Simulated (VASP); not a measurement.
# GaN (P6_3mc) in VASP: a series of runs

Aim: see how the results for GaN move with the level of theory and the settings. Levels: r2SCAN, PBEsol, HSE06. Tasks: single point.

Everything below comes from runs of VASP 6.6.1. Logs are shortened: lines on timing, memory, paths and dates and some standing lists are left out, and cuts for length are marked.

**What was measured.**

From “Studying electronic properties in GaN without electrical contacts using γ-γ vs e−-γ Perturbed Angular Correlations”, 2019, pmc:6823545, for a bulk crystal of GaN: band gap 3.503 ± 0.005 eV (direct).

The results are compared with them further down.

**1. The structure**

It takes space group P6_3mc (No. 186, hexagonal). The conventional cell has a = 3.180 Å, b = 3.180 Å, c = 5.166 Å, α = 90.00°, β = 90.00°, γ = 120.00°. Ga (site symmetry 3m) has 4 N at 1.94 to 1.95 Å as nearest neighbours. N (site symmetry 3m) has 4 Ga at 1.94 to 1.95 Å as nearest neighbours.

**2. Single point, r2SCAN**

The input, INCAR:

```
SYSTEM = GaN
PREC = Accurate
ENCUT = 520
EDIFF = 1E-6
ISMEAR = -1
SIGMA = 0.02
LREAL = .False.
LASPH = .True.
NELM = 80
ALGO = Normal
ISIF = 2
LWAVE = .False.
LCHARG = .False.
METAGGA = R2SCAN
LMIXTAU = .True.
KPAR = 4
```

The input, KPOINTS:

```
regular mesh
0
Gamma
  8 8 5
  0 0 0
```

The input, POSCAR:

```
GaN
1.0
    3.1800000000      0.0000000000      0.0000000000
   -1.5900000000      2.7539607840      0.0000000000
    0.0000000000      0.0000000000      5.1660000000
Ga N
2 2
Direct
    0.3333333333      0.6666666667      0.0000000000
    0.6666666667      0.3333333333      0.5000000000
    0.3333333333      0.6666666667      0.3750000000
    0.6666666667      0.3333333333      0.8750000000
```

Potentials or basis: VASP PAW PBE potentials, release 64 (Ga_d, N).

Launch:

```console
> cat potpaw_PBE.64/Ga_d/POTCAR potpaw_PBE.64/N/POTCAR > POTCAR
> mpirun -np 4 vasp_std > vasp.out
```

OUTCAR:

```text
SYSTEM = GaN
   PREC = Accurate
   ENCUT = 520
   EDIFF = 1E-6
   ISMEAR = -1
   LREAL = .False.
   LASPH = .True.
   NELM = 80
   ISIF = 2
   METAGGA = R2SCAN

 ion  position               nearest neighbor table
   1  0.333  0.667  0.000-   3 1.94   4 1.95   4 1.95   4 1.95
   2  0.667  0.333  0.500-   4 1.94   3 1.95   3 1.95   3 1.95
   3  0.333  0.667  0.375-   1 1.94   2 1.95   2 1.95   2 1.95
   4  0.667  0.333  0.875-   2 1.94   1 1.95   1 1.95   1 1.95

  LATTYP: Found a hexagonal cell.
 ALAT       =     3.1800000000
 C/A-ratio  =     1.6245283019

  Lattice vectors:

 A1 = (   3.1800000000,   0.0000000000,   0.0000000000)
 A2 = (  -1.5900000000,   2.7539607840,   0.0000000000)
 A3 = (   0.0000000000,   0.0000000000,   5.1660000000)

Analysis of symmetry for initial positions (statically):
=====================================================================
 Subroutine PRICEL returns:
 Original cell was already a primitive cell.

 Routine SETGRP: Setting up the symmetry group for a
 hexagonal supercell.

 Subroutine GETGRP returns: Found 12 space group operations
 (whereof  6 operations were pure point group operations)
 out of a pool of 24 trial point group operations.

The static configuration has the point symmetry C_3v.
 The point group associated with its full space group is C_6v.

Analysis of symmetry for dynamics (positions and initial velocities):
=====================================================================
 Subroutine PRICEL returns:
 Original cell was already a primitive cell.

 Routine SETGRP: Setting up the symmetry group for a
 hexagonal supercell.

 Subroutine GETGRP returns: Found 12 space group operations
 (whereof  6 operations were pure point group operations)
 out of a pool of 24 trial point group operations.

The dynamic configuration has the point symmetry C_3v.
 The point group associated with its full space group is C_6v.

 Subroutine INISYM returns: Found 12 space group operations
 (whereof  6 operations are pure point group operations),
 and found     1 'primitive' translations

----------------------------------------------------------------------------------------

                                     Primitive cell

  volume of cell :      45.2417

  direct lattice vectors                    reciprocal lattice vectors
     3.180000000  0.000000000  0.000000000     0.314465409  0.181556688  0.000000000
    -1.590000000  2.753960784  0.000000000     0.000000000  0.363113377  0.000000000
     0.000000000  0.000000000  5.166000000     0.000000000  0.000000000  0.193573364

  length of vectors
     3.180000000  3.180000000  5.166000000     0.363113377  0.363113377  0.193573364

  position of ions in fractional coordinates (direct lattice)
     0.333333333  0.666666667  0.000000000
     0.666666667  0.333333333  0.500000000
     0.333333333  0.666666667  0.375000000
     0.666666667  0.333333333  0.875000000

  ion indices of the primitive-cell ions
   primitive index   ion index
                 1           1
                 2           2
                 3           3
                 4           4

----------------------------------------------------------------------------------------

 KPOINTS: regular mesh

Automatic generation of k-mesh.
 Grid dimensions read from file:
 generate k-points for:    8    8    5

 Generating k-lattice:

  Cartesian coordinates                     Fractional coordinates (reciprocal lattice)
     0.039308176  0.022694586  0.000000000     0.125000000  0.000000000  0.000000000
     0.000000000  0.045389172  0.000000000     0.000000000  0.125000000  0.000000000
     0.000000000  0.000000000  0.038714673     0.000000000  0.000000000  0.200000000

  Length of vectors
     0.045389172  0.045389172  0.038714673

  Shift w.r.t. Gamma in fractional coordinates (k-lattice)
     0.000000000  0.000000000  0.000000000

 Subroutine IBZKPT returns following result:
 ===========================================

 Found     30 irreducible k-points:

 Following reciprocal coordinates:
            Coordinates               Weight
  0.000000  0.000000  0.000000      1.000000
  0.125000  0.000000  0.000000      6.000000
  0.250000  0.000000  0.000000      6.000000
  0.375000 -0.000000  0.000000      6.000000
  0.500000  0.000000  0.000000      3.000000
  0.125000  0.125000  0.000000      6.000000
[... 16 lines left out ...]
  0.250000  0.000000  0.400000     12.000000
  0.375000 -0.000000  0.400000     12.000000
 [... further k-points ...]
   k-points           NKPTS =     30   k-points in BZ     NKDIM =     30   number of bands    NBANDS=     22
   number of dos      NEDOS =    301   number of ions     NIONS =      4
   total plane-waves  NPLWV =  23040
   dimension x,y,z NGX =    24 NGY =   24 NGZ =   40
   dimension x,y,z NGXF=    48 NGYF=   48 NGZF=   80
   ions per type =               2   2
   NGX,Y,Z   is equivalent  to a cutoff of  12.55, 12.55, 12.87 a.u.
   NGXF,Y,Z  is equivalent  to a cutoff of  25.09, 25.09, 25.74 a.u.
 SYSTEM =  GaN
   PREC   = accura    normal or accurate (medium, high low for compatibility)
   ISTART =      0    job   : 0-new  1-cont  2-samecut
   ICHARG =      2    charge: 1-file 2-atom 10-const
   ISPIN  =      1    spin polarized calculation?
   LNONCOLLINEAR =      F non collinear calculations
   LSORBIT =      F    spin-orbit coupling
   LASPH  =      T    aspherical Exc in radial PAW
   ENCUT  =  520.0 eV  38.22 Ry    6.18 a.u.   5.91  5.91  9.61*2*pi/ulx,y,z
   NELM   =     80;   NELMIN=  2; NELMDL= -5     # of ELM steps
   EDIFF  = 0.1E-05   stopping-criterion for ELM
   LREAL  =      F    real-space projection
   EDIFFG = 0.1E-04   stopping-criterion for IOM
   NSW    =      0    number of steps for IOM
   IBRION =     -1    ionic relax: 0-MD 1-quasi-New 2-CG
   NFREE  =      0    steps in history (QN), initial steepest desc. (CG)
   ISIF   =      2    stress and relaxation
   ISYM   =      2    0-nonsym 1-usesym 2-fastsym
   POTIM  = 0.5000    time-step for ionic-motion
   TEBEG  =    0.0;   TEEND  =   0.0 temperature during run
   PSTRESS=    0.0 pullay stress
   NELECT =      36.0000    total number of electrons
   NUPDOWN=      -1.0000    fix difference up-down
   EMIN   =  10.00;   EMAX   =-10.00  energy-range for DOS
   EFERMI =   0.00;   METHOD = LEGACY
   ISMEAR =    -1;   SIGMA  =   0.02  broadening in eV -4-tet -1-fermi 0-gaus
   EFERMI_NEDOS =   21; number of points for ismear=-14 and -15
   IALGO  =     38    algorithm
   IMIX   =      4    mixing-type and parameters
     AMIX     =   0.40;   BMIX     =  1.00
     AMIX_MAG =   1.60;   BMIX_MAG =  1.00
  volume/ion in A,a.u.               =      11.31        76.33
  Fermi-wavevector in a.u.,A,eV,Ry     =   1.517036  2.866782 31.312427  2.301398
  Thomas-Fermi vector in A             =   2.626345
   LORBIT       =      0    0 simple, 1 ext, 2 COOP (PROOUT), +10 PAW based schemes
   METAGGA = R2SCAN    functional components
   LHFCALC =     F    Hartree Fock is set to
   AEXX    =    0.0000 exact exchange contribution
   IVDW    =     0    specifies the selected vdW correction
   LEPSILON=     F    determine dielectric tensor
   LRPA    =     F    only Hartree local field effects (RPA)
 non-spin polarized calculation
  energy-cutoff  :      520.00
  volume of cell :       45.24
 maximum number of plane-waves:      1236
 NGX is ok and might be reduce to    24
   NGX = 11   NGY = 11   NGZ = 19

 number of electron      36.0000002 magnetization

 Free energy of the ion-electron system (eV)
  ---------------------------------------------------
  ext. energy  EPLUGINS =         0.00000000
  ---------------------------------------------------
  free energy    TOTEN  =       -43.81624365 eV

  energy without entropy =      -43.81624365  energy(sigma->0) =      -43.81624365

 E-fermi :   5.5980     XC(G=0): -12.6953

 val. band max:        5.1668815721   @ k =   0.0000   0.0000   0.0000
 cond. band min:       7.5426677720   @ k =   0.0000   0.0000   0.0000
 fundamental gap:      2.3757861999
 Fermi energy:         5.5980499834

 k-point     1 :       0.0000    0.0000    0.0000
  band No.  band energies     occupation
      1     -11.6987      2.00000
      2     -10.6683      2.00000
      3      -8.6768      2.00000
      4      -8.6540      2.00000
      5      -8.6540      2.00000
      6      -8.5826      2.00000
[... 14 lines left out ...]
     21      15.1649      0.00000
     22      15.7619      0.00000

 k-point     2 :       0.1250    0.0000    0.0000
  band No.  band energies     occupation
      1     -11.5457      2.00000
      2     -10.6255      2.00000
      3      -8.6564      2.00000
      4      -8.6318      2.00000
      5      -8.6066      2.00000
      6      -8.5617      2.00000
[... 14 lines left out ...]
     21      14.4848      0.00000
     22      15.0289      0.00000

 k-point     3 :       0.2500    0.0000    0.0000
  band No.  band energies     occupation
      1     -11.1759      2.00000
      2     -10.5399      2.00000
      3      -8.6134      2.00000
      4      -8.5912      2.00000
      5      -8.5211      2.00000
      6      -8.4756      2.00000
[... 14 lines left out ...]
     21      13.1402      0.00000
     22      14.3878      0.00000

 k-point     4 :       0.3750   -0.0000    0.0000
  band No.  band energies     occupation
      1     -10.8264      2.00000
      2     -10.4822      2.00000
      3      -8.5939      2.00000
      4      -8.5730      2.00000
      5      -8.4750      2.00000
      6      -8.4093      2.00000
[... 14 lines left out ...]
     21      12.1161      0.00000
     22      14.3977      0.00000

 k-point     5 :       0.5000    0.0000    0.0000
  band No.  band energies     occupation
      1     -10.6936      2.00000
      2     -10.4695      2.00000
      3      -8.5946      2.00000
      4      -8.5711      2.00000
      5      -8.4620      2.00000
      6      -8.4103      2.00000
[... 14 lines left out ...]
     21      11.7302      0.00000
     22      14.5670      0.00000

 k-point     6 :       0.1250    0.1250    0.0000
  band No.  band energies     occupation
      1     -11.2836      2.00000
      2     -10.5623      2.00000
      3      -8.6178      2.00000
      4      -8.6067      2.00000
      5      -8.5317      2.00000
      6      -8.5285      2.00000
[... 14 lines left out ...]
     21      13.8021      0.00000
     22      13.8160      0.00000

 k-point     7 :       0.2500    0.1250    0.0000
  band No.  band energies     occupation
      1     -10.9245      2.00000
      2     -10.4967      2.00000
      3      -8.5988      2.00000
      4      -8.5726      2.00000
      5      -8.4776      2.00000
      6      -8.4474      2.00000
[... 324 lines left out ...]
      6      -8.4132      2.00000
[... 14 lines left out ...]
     21      13.4227      0.00000
     22      13.7885      0.00000

 k-point    21 :       0.0000    0.0000    0.4000
  band No.  band energies     occupation
      1     -11.2776      2.00000
      2     -10.9435      2.00000
      3      -8.6384      2.00000
      4      -8.6384      2.00000
      5      -8.6161      2.00000
      6      -8.6161      2.00000
[... 14 lines left out ...]
     21      14.4115      0.00000
     22      14.6588      0.00000

 k-point    22 :       0.1250    0.0000    0.4000
  band No.  band energies     occupation
      1     -11.1577      2.00000
      2     -10.8606      2.00000
      3      -8.6228      2.00000
      4      -8.6116      2.00000
      5      -8.5991      2.00000
      6      -8.5866      2.00000
[... 14 lines left out ...]
     21      13.7589      0.00000
     22      14.1148      0.00000

 k-point    23 :       0.2500    0.0000    0.4000
  band No.  band energies     occupation
      1     -10.8847      2.00000
      2     -10.6831      2.00000
      3      -8.5957      2.00000
      4      -8.5651      2.00000
      5      -8.5533      2.00000
      6      -8.5174      2.00000
[... 14 lines left out ...]
     21      13.2121      0.00000
     22      13.8029      0.00000

 k-point    24 :       0.3750   -0.0000    0.4000
  band No.  band energies     occupation
      1     -10.6515      2.00000
      2     -10.5444      2.00000
      3      -8.5982      2.00000
      4      -8.5600      2.00000
      5      -8.5107      2.00000
      6      -8.4567      2.00000
[... 14 lines left out ...]
     21      13.4005      0.00000
     22      13.9287      0.00000

 [... further k-points ...]

------------------------ aborting loop because EDIFF is reached ----------------------------------------

  FORCE on cell =-STRESS in cart. coord.  units (eV):
  Direction    XX          YY          ZZ          XY          YZ          ZX
  --------------------------------------------------------------------------------------
  -------------------------------------------------------------------------------------
  Total        0.4331929      0.4331929      0.9868787      0.0000000      0.0000000      0.0000000
  in kB       15.3409638     15.3409638     34.9490255      0.0000000      0.0000000      0.0000000
  external PRESSURE =      21.8769844 kB  Pullay stress =       0.0000000 kB

 VOLUME and BASIS-vectors are now :
 -----------------------------------------------------------------------------
  energy-cutoff  :      520.00
  volume of cell :       45.24
      direct lattice vectors                 reciprocal lattice vectors
     3.180000000  0.000000000  0.000000000     0.314465409  0.181556688  0.000000000
    -1.590000000  2.753960784  0.000000000     0.000000000  0.363113377  0.000000000
     0.000000000  0.000000000  5.166000000     0.000000000  0.000000000  0.193573364

 POSITION                                       TOTAL-FORCE (eV/Angst)
 -----------------------------------------------------------------------------------
     -0.00000      1.83597      0.00000         0.000000      0.000000     -0.137036
      1.59000      0.91799      2.58300        -0.000000      0.000000     -0.137036
     -0.00000      1.83597      1.93725        -0.000000      0.000000      0.137036
      1.59000      0.91799      4.52025         0.000000     -0.000000      0.137036
 -----------------------------------------------------------------------------------
    total drift:                                0.000002      0.000004      0.049967

  FREE ENERGIE OF THE ION-ELECTRON SYSTEM (eV)
  ---------------------------------------------------
  free  energy   TOTEN  =       -43.8162436509 eV

  energy  without entropy=      -43.8162436509  energy(sigma->0) =      -43.81624365
```

Wall time 43 s (4 MPI ranks of AMD EPYC 9R45 (Zen 5), shared host); peak memory 0.15 GiB.

Results:

```
Free energy            : -43.8162 eV
Pressure               : 2.2 GPa
Largest force          : 0.137 eV/Å
Band gap on the k mesh : 2.38 eV, direct
```

Forces on the atoms (eV/Å):
```
Ga   0.000  0.000 -0.137
Ga   0.000  0.000 -0.137
N    0.000  0.000  0.137
N    0.000  0.000  0.137
```

Stress tensor (GPa, compression positive):
```
1.53 0.00 0.00
0.00 1.53 0.00
0.00 0.00 3.49
```

Caveat: the PAW data sets were made with another functional, which shifts forces and pressure a little.

**3. Single point, PBEsol, spin-orbit coupling, no magnetisation**

INCAR, as its differences from that of step 2:

```diff
@@ -13,4 +13,8 @@
 LCHARG = .False.
-METAGGA = R2SCAN
-LMIXTAU = .True.
+LNONCOLLINEAR = .True.
+MAGMOM = 0 0 0 0 0 0 0 0 0 0 0 0
+LORBIT = 11
+LSORBIT = .True.
+GGA_COMPAT = .False.
+GGA = PS
 KPAR = 4
```

KPOINTS is that of step 2.

POSCAR is that of step 2.

Potentials or basis: VASP PAW PBE potentials, release 64 (Ga_d, N).

Launch:

```console
> cat potpaw_PBE.64/Ga_d/POTCAR potpaw_PBE.64/N/POTCAR > POTCAR
> mpirun -np 4 vasp_ncl > vasp.out
```

Run time: 40 s. Hardware: 4 MPI ranks of AMD EPYC 9R45 (Zen 5), shared host; peak memory 0.32 GiB.

It converged, with:

| Item | Value |
| --- | --- |
| Free energy | -26.2768 eV |
| Pressure | 0.8 GPa |
| Largest force | 0.131 eV/Å |
| Valence electrons inside the program's atomic spheres | Ga 11.89; N 3.73 |

Forces in eV/Å, atoms in the order of the input:
```
Ga   0.000  0.000 -0.131
Ga   0.000  0.000 -0.131
N    0.000  0.000  0.131
N    0.000  0.000  0.131
```

Stress tensor (GPa, compression positive):
```
0.10 0.00 0.00
0.00 0.10 0.00
0.00 0.00 2.21
```

Caveat: the PAW data sets were made with another functional, which shifts forces and pressure a little.

**4. Single point, HSE06**

POSCAR is that of step 3.

The input, INCAR.step1:

```
SYSTEM = GaN
PREC = Accurate
ENCUT = 520
EDIFF = 1E-5
ISMEAR = -1
SIGMA = 0.02
LREAL = .False.
LASPH = .True.
NELM = 80
ALGO = Normal
ISIF = 2
LWAVE = .True.
LCHARG = .False.
GGA = PE
KPAR = 4
```

The input, INCAR.step2:

```
SYSTEM = GaN
PREC = Accurate
ENCUT = 520
EDIFF = 1E-6
ISMEAR = -1
SIGMA = 0.02
LREAL = .False.
LASPH = .True.
NELM = 80
ALGO = Normal
ISIF = 2
LWAVE = .False.
LCHARG = .False.
GGA = PE
LHFCALC = .True.
HFSCREEN = 0.2
PRECFOCK = Fast
ISTART = 1
KPAR = 4
```

The input, KPOINTS:

```
regular mesh
0
Gamma
  6 6 4
  0 0 0
```

Launch:

```console
> cat potpaw_PBE.64/Ga_d/POTCAR potpaw_PBE.64/N/POTCAR > POTCAR
> cp INCAR.step1 INCAR
> mpirun -np 4 vasp_std > vasp.out
> cp INCAR.step2 INCAR
> mpirun -np 4 vasp_std > vasp.out
```

It took 12 min on 4 MPI ranks of AMD EPYC 9R45 (Zen 5), shared host; peak memory 0.26 GiB.

It converged, with:

```
Free energy            : -29.5806 eV
Pressure               : 0.9 GPa
Largest force          : 0.154 eV/Å
Band gap on the k mesh : 3.27 eV, direct
```

Forces in eV/Å, atoms in the order of the input:
```
Ga   0.000  0.000 -0.154
Ga   0.000  0.000 -0.154
N    0.000  0.000  0.154
N    0.000  0.000  0.154
```

Stress tensor (GPa, compression positive):
```
0.39 0.00 0.00
0.00 0.39 0.00
0.00 0.00 2.06
```

Levels at points of the mesh, in eV from the valence-band top:
```
           k point  band 16  band 17  band 18  band 19  band 20  band 21
(0.00, 0.00, 0.00)    -0.06     0.00     0.00     3.27     5.76    11.05
(0.50, 0.00, 0.00)    -3.00    -2.41    -1.07     6.39     7.04     7.49
(0.00, 0.00, 0.50)    -0.59    -0.59    -0.59     5.74     5.74    10.17
(0.50, 0.00, 0.50)    -2.11    -2.07    -2.07     5.72     5.72     9.44
```

Caveat: the PAW data sets were made with another functional, which shifts forces and pressure a little.

**5. Overview**

```tsv
level	spin	k mesh	grid for exact exchange (PRECFOCK)	screening parameter	gap on the mesh (eV)	pressure (GPa)	largest force (eV/Å)
r2SCAN	off	8 × 8 × 5	-	-	2.38	2.2	0.14
PBEsol	SOC, no magnetisation	8 × 8 × 5	-	-	-	0.8	0.13
HSE06	off	6 × 6 × 4	Fast	0.2 1/A	3.27	0.9	0.15
```

Alike in all rows: task single point; potentials or basis VASP PAW PBE potentials, release 64 (Ga_d, N); cell as given; cutoff (eV) 520; smearing fermi-dirac 0.02 eV.

The pressure there spans 0.8 GPa (PBEsol) to 2.2 GPa (r2SCAN); a positive pressure means that this level wants a larger cell, a negative one a smaller.

Caveats: the PAW data sets were made with another functional, which shifts forces and pressure a little.

Total energies depend on the potentials used, so only differences within one code and one set of settings carry meaning.

**6. Against experiment**

Step 2. A measured gap of GaN is 3.503 eV (direct; quoted in “Studying electronic properties in GaN without electrical contacts using γ-γ vs e−-γ Perturbed Angular Correlations”, 2019, pmc:6823545); the calculated 2.38 eV misses it by -1.13 eV. Spin-orbit coupling on Ga is left out. The value is that of r2SCAN, without temperature or zero-point motion.

Step 4. A measured gap of GaN is 3.503 eV (direct; quoted in “Studying electronic properties in GaN without electrical contacts using γ-γ vs e−-γ Perturbed Angular Correlations”, 2019, pmc:6823545); the calculated 3.27 eV misses it by -0.23 eV. Spin-orbit coupling on Ga is left out. The value is that of HSE06, without temperature or zero-point motion.
